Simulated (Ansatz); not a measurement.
KI (rocksalt), relaxed with r2SCAN: space group Fm-3m (No. 225), cubic; a = 7.089 Å in the conventional setting, 44.52 Å³ an atom. K has 6 I at 3.54 Å; I has 6 K at 3.54 Å. One-shot G0W0@PBE in Ansatz on a 4×4×4 mesh (contour deformation, no spin-orbit coupling), from a PBE gap of 3.944 eV over the mesh points (the G0W0 gap is direct on the mesh); the number N of bands summed and the screening cutoff rise together. No spin polarisation and no zero-point or thermal motion.

```csv
N,cutoff (eV),1000/N,G0W0 gap (eV)
157,80,6.369,5.946
347,140,2.882,6.091
```

Lay a straight line in 1000/N through these rows.
The slope is -0.0416 eV per unit of 1000/N and the intercept 6.211 eV.

Predict the gap at N = 628 (210 eV).
6.211 + (-0.0416) × 1.592 = 6.145 eV; the run gives 6.133 eV, -0.012 eV from the line.

With that run's result added, what limit do the last two rows suggest?
Their slope is (6.133 − 6.091)/(1.592 − 2.882) = -0.0326, which meets 1/N = 0 at 6.18 eV, against 6.211 eV from the first line. The slope flattens, so the first line overshoots; the k mesh isn't extrapolated.

No spin-orbit coupling is included; it can move band edges with weight on the heavy atoms by tenths of an eV.
